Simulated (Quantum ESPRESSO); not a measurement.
**TiTe: Wannier functions under several settings**

```xyz
2
Lattice="3.6311 0.0000 0.0000 0.0000 3.6311 0.0000 0.0000 0.0000 3.6311" Properties=species:S:1:pos:R:3 pbc="T T T"
Ti    0.0000    0.0000    0.0000
Te    1.8155    1.8155    1.8155
```

The cell comes from a database or a generator and needn't be the stable form of this composition.

All runs used Quantum ESPRESSO 7.5; potentials GBRV 1.5 LDA; k mesh 6 × 6 × 6; given cell; no spin polarisation; cutoff 612 eV; occupations fermi-dirac, width 0.05 eV.

```csv
level,start,Wannier mesh,spread a function (Å²),RMS miss of the bands (meV)
LDA,atomic projections with disentanglement,4 × 4 × 4,?,?
LDA,"atomic projections with disentanglement, not minimised",4 × 4 × 4,1.76,58
LDA,SCDM with an erfc weight,4 × 4 × 4,3.04,73
```

Problem. What stands in the row left open?

Solution. Spread a function 1.38 Å²; RMS miss of the bands 17 meV.

Caveats: the Wannier minimisation didn't converge (some runs).

For the row left open. Caveat: the Wannier minimisation didn't converge.
